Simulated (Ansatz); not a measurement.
The system is P.

```
CELL_PARAMETERS angstrom
1.64774 -5.46504 0.00000
1.64774 5.46504 0.00000
0.00000 0.00000 4.54364
ATOMIC_POSITIONS crystal
P 0.90414 0.09586 0.58882
P 0.09586 0.90414 0.41118
P 0.59586 0.40414 0.08882
P 0.40414 0.59586 0.91118
```

Program: Ansatz 0.2.0. Alike in all runs: task single point; level PBE; potentials or basis all-electron LAPW, scalar-relativistic; no spin polarisation; cell as given.

Problem. Order these runs on this cell by their band gap on the k mesh, lowest first.
A. k mesh 3 × 3 × 2; cutoff (eV) 221; smearing fermi-dirac 0.02 eV; basis error allowed 0.002 eV/atom; mesh quality coarse
B. k mesh 5 × 5 × 4; cutoff (eV) 207; smearing fermi-dirac 0.04 eV; basis error allowed 0.003 eV/atom; mesh quality not flagged
C. k mesh 6 × 6 × 4; cutoff (eV) 221; smearing fermi-dirac 0.04 eV; basis error allowed 0.002 eV/atom; mesh quality not flagged

Solution. C (0.10 eV), B (0.44 eV), A (0.65 eV).

Caveats: some runs use coarse meshes; an odd mesh through Γ misses points on the zone boundary, where band edges often lie (some runs).

Not every run made on this cell is shown here.
